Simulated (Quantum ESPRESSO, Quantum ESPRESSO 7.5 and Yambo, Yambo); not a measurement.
# A GW chain in Yambo: RbCl (Fm-3m)

Wanted: ground state, empty states, screening and self-energy for RbCl (Fm-3m).

Program: Quantum ESPRESSO 7.5 and Yambo 5.3.0. Level of theory: PBE and many-body steps on it, plane waves. Results are calculated unless marked as measured.

This is a report of a sequence of runs, with most program output left out.

**1. The starting structure**

The structure is cubic, space group Fm-3m (No. 225). The conventional cell has a = 6.579 Å, b = 6.579 Å, c = 6.579 Å, α = 90.00°, β = 90.00°, γ = 90.00°. Nearest to Rb lie 6 Cl at 3.29 Å. Nearest to Cl lie 6 Rb at 3.29 Å. Farther neighbours and most contacts between anions are not listed.

The cell and positions come from the Crystallography Open Database and are kept as given unless a step says otherwise.

**2. Ground state**

This step: Quantum ESPRESSO 7.5; DFT, PBE with spin-orbit coupling, plane waves, norm-conserving pseudopotentials.

The ground-state density comes first.

Contents of pw.in:

```
&control
  calculation = 'scf'
  prefix = 'x'
  outdir = 'o'
  pseudo_dir = 'pseudo'
/
&system
  ibrav = 0
  nat = 2
  ntyp = 2
  ecutwfc = 50.0
  nbnd = 26
  force_symmorphic = .true.
  noncolin = .true.
  lspinorb = .true.
/
&electrons
  conv_thr = 1e-10
  electron_maxstep = 80
  mixing_beta = 0.5
/
ATOMIC_SPECIES
  Rb 85.468 Rb.upf
  Cl 35.45 Cl.upf
CELL_PARAMETERS angstrom
  -0.0000000000 3.2895000000 3.2895000000
  3.2895000000 -0.0000000000 3.2895000000
  3.2895000000 3.2895000000 -0.0000000000
ATOMIC_POSITIONS crystal
  Rb 0.0000000000 0.0000000000 0.0000000000
  Cl 0.5000000000 0.5000000000 0.5000000000
K_POINTS automatic
  6 6 6 0 0 0
```

Launch:

```sh
> OMP_NUM_THREADS=1 mpirun -n 4 pw.x -nk 4 -in pw.in > pw.out
```

Wall time 13 s (4 MPI ranks of Arm Neoverse V1, shared host); peak memory 0.41 GiB; 50 s of CPU time.

This step gave:

| Quantity | Value |
| --- | --- |
| total energy | -1186.9239 eV |
| gap | 4.958 eV |
| k of the valence top | 0, 0, 0 |
| k of the conduction bottom | 0, 0, 0 |
| least direct gap | 4.958 eV |

The gap is direct, at Γ.

**3. Bands along the symmetry lines**

Levels along a band path, at the cheap level, show where the edges lie and whether the meshes to come will hold them.

Contents of pw.in:

```
&control
  calculation = 'bands'
  prefix = 'x'
  outdir = 'o'
  pseudo_dir = 'pseudo'
/
&system
  ibrav = 0
  nat = 2
  ntyp = 2
  ecutwfc = 50.0
  nbnd = 28
  force_symmorphic = .true.
  noncolin = .true.
  lspinorb = .true.
/
&electrons
  conv_thr = 1e-9
  electron_maxstep = 80
  diago_full_acc = .true.
  diago_thr_init = 5e-6
/
ATOMIC_SPECIES
  Rb 85.468 Rb.upf
  Cl 35.45 Cl.upf
CELL_PARAMETERS angstrom
  -0.0000000000 3.2895000000 3.2895000000
  3.2895000000 -0.0000000000 3.2895000000
  3.2895000000 3.2895000000 -0.0000000000
ATOMIC_POSITIONS crystal
  Rb 0.0000000000 0.0000000000 0.0000000000
  Cl 0.5000000000 0.5000000000 0.5000000000
K_POINTS crystal
  50
  0.00000000 0.00000000 0.00000000 1
  0.06250000 0.00000000 0.06250000 1
  0.12500000 0.00000000 0.12500000 1
  0.18750000 0.00000000 0.18750000 1
  0.25000000 0.00000000 0.25000000 1
  0.31250000 0.00000000 0.31250000 1
  0.37500000 0.00000000 0.37500000 1
  0.43750000 0.00000000 0.43750000 1
  0.50000000 0.00000000 0.50000000 1
  0.51562500 0.03125000 0.51562500 1
  0.53125000 0.06250000 0.53125000 1
  0.54687500 0.09375000 0.54687500 1
  0.56250000 0.12500000 0.56250000 1
  0.57812500 0.15625000 0.57812500 1
  0.59375000 0.18750000 0.59375000 1
  0.60937500 0.21875000 0.60937500 1
  0.62500000 0.25000000 0.62500000 1
  0.37500000 0.37500000 0.75000000 1
  0.32812500 0.32812500 0.65625000 1
  0.28125000 0.28125000 0.56250000 1
  0.23437500 0.23437500 0.46875000 1
  0.18750000 0.18750000 0.37500000 1
  0.14062500 0.14062500 0.28125000 1
  0.09375000 0.09375000 0.18750000 1
  0.04687500 0.04687500 0.09375000 1
  0.00000000 0.00000000 0.00000000 1
  0.06250000 0.06250000 0.06250000 1
  0.12500000 0.12500000 0.12500000 1
  0.18750000 0.18750000 0.18750000 1
  0.25000000 0.25000000 0.25000000 1
  0.31250000 0.31250000 0.31250000 1
  0.37500000 0.37500000 0.37500000 1
  0.43750000 0.43750000 0.43750000 1
  0.50000000 0.50000000 0.50000000 1
  0.50000000 0.46875000 0.53125000 1
  0.50000000 0.43750000 0.56250000 1
  0.50000000 0.40625000 0.59375000 1
  0.50000000 0.37500000 0.62500000 1
  0.50000000 0.34375000 0.65625000 1
  0.50000000 0.31250000 0.68750000 1
  0.50000000 0.28125000 0.71875000 1
  0.50000000 0.25000000 0.75000000 1
  0.50000000 0.21875000 0.71875000 1
  0.50000000 0.18750000 0.68750000 1
  0.50000000 0.15625000 0.65625000 1
  0.50000000 0.12500000 0.62500000 1
  0.50000000 0.09375000 0.59375000 1
  0.50000000 0.06250000 0.56250000 1
  0.50000000 0.03125000 0.53125000 1
  0.50000000 0.00000000 0.50000000 1
```

Wall time 17 s (4 MPI ranks); peak memory 0.32 GiB.

This step gave:

- gap: 4.958 eV
- k of the valence top: 0, 0, 0
- k of the conduction bottom: 0, 0, 0
- least direct gap: 4.958 eV

The gap is 4.958 eV, as in the run before at this level.

Electronic bands along the path, in eV, zero at the top of the highest filled band; v1 is the highest filled band, c1 the lowest empty one:

| point | v4 | v3 | v2 | v1 | c1 | c2 | c3 | c4 |
| --- | --- | --- | --- | --- | --- | --- | --- | --- |
| Γ | 0.00 | 0.00 | 0.00 | 0.00 | 4.96 | 4.96 | 7.94 | 7.94 |
| halfway | -0.16 | -0.16 | -0.07 | -0.07 | 6.32 | 6.32 | 6.84 | 6.84 |
| X | -0.19 | -0.19 | -0.09 | -0.09 | 6.16 | 6.16 | 8.02 | 8.02 |
| halfway | -0.26 | -0.26 | -0.15 | -0.15 | 6.36 | 6.36 | 8.29 | 8.29 |
| U | -0.33 | -0.33 | -0.25 | -0.25 | 6.90 | 6.90 | 8.67 | 8.67 |
| jump to K | -0.33 | -0.33 | -0.25 | -0.25 | 6.90 | 6.90 | 8.67 | 8.67 |
| halfway | -0.32 | -0.32 | -0.14 | -0.14 | 6.61 | 6.61 | 7.56 | 7.56 |
| Γ | 0.00 | 0.00 | 0.00 | 0.00 | 4.96 | 4.96 | 7.94 | 7.94 |
| halfway | -0.25 | -0.25 | -0.18 | -0.18 | 6.22 | 6.22 | 7.72 | 7.72 |
| L | -0.41 | -0.41 | -0.35 | -0.35 | 7.70 | 7.70 | 7.94 | 7.94 |
| halfway | -0.36 | -0.36 | -0.30 | -0.30 | 7.68 | 7.68 | 7.81 | 7.81 |
| W | -0.28 | -0.28 | -0.27 | -0.27 | 7.62 | 7.62 | 7.63 | 7.63 |
| halfway | -0.31 | -0.31 | -0.18 | -0.18 | 6.56 | 6.56 | 8.49 | 8.49 |
| X | -0.19 | -0.19 | -0.09 | -0.09 | 6.16 | 6.16 | 8.02 | 8.02 |

**4. Empty states on the mesh, 4×4×4 mesh, 388 bands**

The sums over transitions need many empty states on a uniform mesh; this step solves for them.

Contents of pw.in:

```
&control
  calculation = 'nscf'
  prefix = 'x'
  outdir = 'o'
  pseudo_dir = 'pseudo'
/
&system
  ibrav = 0
  nat = 2
  ntyp = 2
  ecutwfc = 50.0
  nbnd = 388
  force_symmorphic = .true.
  noncolin = .true.
  lspinorb = .true.
/
&electrons
  conv_thr = 1e-9
  electron_maxstep = 80
  diago_full_acc = .true.
  diago_thr_init = 5e-6
/
ATOMIC_SPECIES
  Rb 85.468 Rb.upf
  Cl 35.45 Cl.upf
CELL_PARAMETERS angstrom
  -0.0000000000 3.2895000000 3.2895000000
  3.2895000000 -0.0000000000 3.2895000000
  3.2895000000 3.2895000000 -0.0000000000
ATOMIC_POSITIONS crystal
  Rb 0.0000000000 0.0000000000 0.0000000000
  Cl 0.5000000000 0.5000000000 0.5000000000
K_POINTS automatic
  4 4 4 0 0 0
```

It took 83 s on 4 MPI ranks; peak memory 1.1 GiB; 5.5 min of CPU time.

Numbers from this step:

```yaml
gap: 4.958 eV
k_of_the_valence_top: 0, 0, 0
k_of_the_conduction_bottom: 0, 0, 0
least_direct_gap: 4.958 eV
k_points_computed: 8
lowest_point_of_the_top_converged_band_above_the_valence_top: 104.7952 eV
```

On this mesh the gap is 4.958 eV.

**5. Conversion and set-up**

This step: Yambo 5.3.0; conversion and set-up on PBE with spin-orbit coupling, plane waves, norm-conserving pseudopotentials.

The states are converted to the many-body program's format and the q mesh is built.

Launch:

```sh
> (cd o/x.save; p2y > p2y.log; mv SAVE ../..); yambo > setup.log
```

Wall time 2.8 s (1 MPI rank); peak memory 0.25 GiB.

**6. Screening and self-energy, 4×4×4 mesh, 388 bands, screening to 176.9 eV**

G0W0 replaces the xc potential by the self-energy, built once from these orbitals. Only a window of levels is corrected, while the sums run over the empty bands that the input names.

This step: G0W0 on PBE with spin-orbit coupling, plane waves, norm-conserving pseudopotentials.

Contents of gw4.in:

```
HF_and_locXC
gw0
dyson
ppa
em1d
rim_cut
RandQpts= 1000000
RandGvec= 1 RL
EXXRLvcs= 50 Ry
VXCRLvcs= 200 Ry
Chimod= "HARTREE"
% BndsRnXp
 1 | 388 |
%
NGsBlkXp= 13 Ry
% LongDrXp
 1 | 1 | 1 |
%
% GbndRnge
 1 | 388 |
%
DysSolver= "n"
ExtendOut
PPAPntXp= 27.21138 eV
% QPkrange
 1 | 1 | 13 | 20 |
%
```

Launch:

```sh
> OMP_NUM_THREADS=2 mpirun -n 2 yambo -F gw4.in -J gw4 -C gw4 > gw4.log
```

Wall time 10 min (2 MPI ranks); peak memory 1.5 GiB.

Numbers from this step:

- G0W0 gap on the points computed: 7.787 eV
- starting gap on the mesh: 4.958 eV
- k of the valence top: 0, 0, 0
- k of the conduction bottom: 0, 0, 0
- least direct G0W0 gap on the computed points: 7.787 eV
- Z at the valence top: 0.8093
- Z at the conduction bottom: 0.8809

The gap on the mesh goes from 4.96 eV to 7.79 eV, a correction of +2.83 eV.

Limits: finite bands, cutoff and mesh. v1 is the top filled band, c1 the lowest empty one. Levels before and after the correction, in eV, zero at the valence-band top of each column:

|  | conduction bottom | valence top |
| --- | --- | --- |
| Kohn-Sham | 4.96 | 0.00 |
| G0W0 | 7.79 | 0.00 |

|  | level | energy (eV) |
| --- | --- | --- |
| Kohn-Sham | Γ v4-v1 | 0.000 |
| Kohn-Sham | Γ c1-c2 | 4.958 |
| Kohn-Sham | Γ c3-c4 | 7.936 |
| G0W0 | Γ v4-v1 | 0.000 |
| G0W0 | Γ c1-c2 | 7.787 |
| G0W0 | Γ c3-c4 | 11.371 |

**7. Where the time went**

Times are wall times on the hardware named with each run, good to a factor of about two.

| step | time | share | memory (GiB) |
| --- | --- | --- | --- |
| ground state | 13 s | 2 % | 0.41 |
| bands along the symmetry lines | 17 s | 2 % | 0.32 |
| empty states on the mesh | 83 s | 12 % | 1.1 |
| conversion and set-up | 2.8 s | 0 % | 0.25 |
| screening and self-energy | 10 min | 84 % | 1.5 |

**8. Summary of results**

| Property | Result |
| --- | --- |
| PBE gap | 4.96 eV, direct |
| G0W0 gap on the mesh | 7.79 eV |
| GW settings | 4×4×4 mesh, 388 bands, screening to 176.9 eV, Godby-Needs plasmon pole |
| known limits | not at the basis limit |

G0W0 moves the gap on the mesh from 4.96 eV to 7.79 eV (+2.83 eV), with Z of 0.81 and 0.88 at the edges. Only 1 of the mesh's irreducible points was corrected, so a valley elsewhere could overtake. The dearest step here is «screening and self-energy». Bands and cutoff are finite, so the gap is not at the basis limit. The miss can reach some tenths of an eV and take either sign; the mesh is an error of its own. In the G0W0 run levels were corrected at 1 k point alone, so a gap called «on the mesh» is the least over those, and an edge elsewhere would be missed.

[Paths, hosts, dates, memory and timing lines, banners, echoed tables and standing remarks are left out of the program output.]

[Logs are printed without paths, hosts, clocks, repeated set-up lines and the standing remarks that a program may print on its own settings, such as how far it seeks lower states.]

[Runs of the session that timed out or met a known fault of the program may be left out.]

[Hosts, paths, dates, database ids (printed as entryN), source tags and the programs' standing remarks are cut or masked in the printed files.]
